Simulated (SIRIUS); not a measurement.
## WS2 under changes of volume

One of the cells (17.744 Å³/atom); the others are scaled copies at fixed shape and fractional positions:

```
W S
1.0
     1.57900    0.91164    6.16333
    -1.57900    0.91164    6.16333
     0.00000   -1.82327    6.16333
W S
1 2
Direct
  0.00000 0.00000 0.00000
  0.58100 0.58100 0.58100
  0.75030 0.75030 0.75030
```

Measurements of this composition are mostly on another form, of space group No. 194.

```yaml
Program: SIRIUS 7.12.0
Functional: LDA
Potentials_or_basis: all-electron FP-LAPW
Cutoff: 212 eV
Basis: apw+lo standard
k_mesh: 10 × 10 × 10
Occupations: fermi-dirac, width 0.05 eV
Spin: no spin polarisation
```

```tsv
volume (Å³/atom)	energy over the lowest point (meV/atom)	gap on the mesh (eV)
16.679	16.25	0.91
17.034	3.70	0.94
17.389	0.00	0.97
17.744	4.32	0.99
18.099	?	?
18.454	33.61	1.02
```

Q: What does the run at 18.099 Å³/atom give?

A: Energy over the lowest point 15.73 meV/atom; gap on the mesh 1.01 eV.

Worked out: A Birch-Murnaghan fit of order 3 (a polynomial in V^(-2/3)) to the other rows has its minimum at 17.37 Å³/atom with B0 = V·E''(V) = 177 GPa and B' = 4.3 at fixed shape and positions, which overstates the stiffness. It gives 15.76 meV/atom at 18.099 Å³/atom, against the run's 15.73. A straight line through the other rows of the gap, of slope 1.09 eV per unit of ln V, gives 1.01 eV, against the run's 1.01.

Energies are extrapolated to zero smearing.

Caveats: spin-orbit coupling is left out, which moves the levels of the heavy elements.

A mesh can miss the band edges.
